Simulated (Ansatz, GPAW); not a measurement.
This is a calculation of ZrC for GPAW 26.7.0 (ASE script). 

run.py

```python
from ase.dft.bandgap import bandgap
from ase.io import read, write
from ase.units import GPa
from gpaw import GPAW, PW

atoms = read('ZrC.xyz')

calc = GPAW(mode=PW(800),
            xc='PBE',
            kpts={'size': (10, 10, 10), 'gamma': True},
            occupations={'name': 'methfessel-paxton', 'order': 0, 'width': 0.024},
            nbands=18,
            convergence={'density': 1e-05, 'energy': 1e-05},
            maxiter=150,
            txt='gpaw.txt')
atoms.calc = calc
energy = atoms.get_potential_energy()
forces = atoms.get_forces()
stress = atoms.get_stress()
calc.write('gs.gpw')
write('result.traj', atoms)
print(f'Energy: {energy:.6f} eV')
print('Forces (eV/A):')
print(forces.round(4))
print('Stress (GPa):', (stress / GPa).round(3))
print('Fermi level:', round(calc.get_fermi_level(), 4), 'eV')
print(f'Gap: {bandgap(calc)[0]:.4f} eV, direct: {bandgap(calc, direct=True)[0]:.4f} eV')
```

The input ZrC.xyz:

```xyz
2
Lattice="0.0000000000 2.3650000000 2.3650000000 2.3650000000 0.0000000000 2.3650000000 2.3650000000 2.3650000000 0.0000000000" Properties=species:S:1:pos:R:3 pbc="T T T"
Zr     2.3650000000      2.3650000000      2.3650000000
C      0.0000000000      0.0000000000      0.0000000000
```

Potentials or basis: GPAW PAW data sets (gpaw-data 1.2.1), pw.

Command:

```sh
$ OMP_NUM_THREADS=1 python run.py
```

Set up the same calculation for Ansatz 0.2.0. Potentials or basis there: all-electron LAPW, scalar-relativistic.

As run (cutoffs and basis follow the program's own potentials, and thresholds, step limits or extra output files can differ):

Contents of input.yaml:

```yaml
crystal:
  lattice:
    - [0.0, 2.365, 2.365]
    - [2.365, 0.0, 2.365]
    - [2.365, 2.365, 0.0]
  atoms:
    - { symbol: Zr, position: [0.5, 0.5, 0.5] }
    - { symbol: C, position: [0.0, 0.0, 0.0] }
kpoints:
  mp_grid: { grid: [10, 10, 10] }
scf:
  occupations: { method: gaussian, width: 0.024 }
hamiltonian:
  xc: pbe
  pseudopotentials: { kind: all_electron, lapw: { basis_error: 0.001 } }
output:
  forces: true
  stress: true
  eigenvalues: true
```

Potentials or basis: all-electron LAPW, scalar-relativistic.

Launch:

```sh
$ ansatz run input.yaml --threads 1 --pin off --max-ram 3072MiB --backend cpu --events-out ev --progress --plain --runs-dir out
```

Both were run:

|  | GPAW | Ansatz |
| --- | --- | --- |
| Pressure | -3.9 GPa | -2.9 GPa |

Where Ansatz's input types no cutoff or centring, it takes its own default and a Γ-centred mesh.

Pressure is positive in compression.
